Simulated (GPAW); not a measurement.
Ca:

```
Ca
1.0
    -2.24000    2.24000    2.24000
     2.24000   -2.24000    2.24000
     2.24000    2.24000   -2.24000
Ca
1
Direct
  0.00000 0.00000 0.00000
```

This isn't the form of Ca at room conditions, which is fcc.

| Property | Result |
| --- | --- |
| Program | GPAW 26.7.0 |
| Task | relaxation of cell and atoms |
| Functional | PBEsol |
| Potentials or basis | PAW data sets generated in the run's folder for this functional |
| Cutoff | 600 eV |
| Basis | pw |
| k mesh | 8 × 8 × 8 |
| Occupations | fermi-dirac, width 0.05 eV |
| Spin | no spin polarisation |

At the start: pressure -1.5 GPa; volume 44.96 Å³/atom.

Q: Where does the relaxation end?

A: Over 3 steps the energy falls by 20.6 meV/atom and the volume is 40.52 Å³/atom (-9.9 %); space group Im-3m (No. 229, to 0.05 Å).

The path:
```
step  energy change (eV)  largest force (eV/Å)  pressure (GPa)  volume (Å³)
   1              0.0000                0.0000           -1.49        44.96
   2             -0.0067                0.0000           -1.26        44.16
   3             -0.0206                0.0000            0.05        40.52
```

Final structure:
```
Ca
1.0
    -2.16377    2.16377    2.16377
     2.16377   -2.16377    2.16377
     2.16377    2.16377   -2.16377
Ca
1
Cartesian
  0.0000 0.0000 0.0000
```

Caveat: later steps reuse the first step's grids.
